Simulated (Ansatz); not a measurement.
**Pt under changes of volume**

One of the cells (15.815 Å³/atom); the others are scaled copies at fixed shape and fractional positions:

```
CELL_PARAMETERS angstrom
2.76067 0.00000 0.00000
-1.38033 2.39081 0.00000
0.00000 0.00000 4.79213
ATOMIC_POSITIONS crystal
Pt 0.33333 0.66667 0.25000
Pt 0.66667 0.33333 0.75000
```

This isn't the form of Pt at room conditions, which is fcc.

* Program: Ansatz 0.2.0
* Functional: HSE06
* Potentials or basis: Ansatz PAW
* Cutoff: 420 eV (not typed: the program's choice for these potentials)
* k mesh: 6 × 6 × 4
* Occupations: fermi-dirac, width 0.05 eV
* Spin: no spin polarisation

```tsv
volume (Å³/atom)	energy over the lowest point (meV/atom)	pressure (GPa)
14.866	6.46	6.4
15.182	0.00	0.3
15.498	4.85	-5.1
15.815	?	?
16.131	42.95	-13.9
16.447	73.86	-17.4
16.763	111.30	-20.5
```

What does the run at 15.815 Å³/atom give?

Energy over the lowest point 19.58 meV/atom; pressure -9.8 GPa.

Worked out: A Birch-Murnaghan fit of order 3 (a polynomial in V^(-2/3)) to the other rows has its minimum at 15.20 Å³/atom with B0 = V·E''(V) = 273 GPa and B' = 5.4 at fixed shape and positions, which overstates the stiffness. It gives 19.61 meV/atom at 15.815 Å³/atom, against the run's 19.58, and -dE/dV = -9.8 GPa, against -9.8.

Energies are extrapolated to zero smearing.

Caveats: all runs use coarse meshes; the PAW data sets come from PBE, with cores solved anew for the run's functional, which leaves a small shift of forces and pressure; the thresholds are loose for stress.
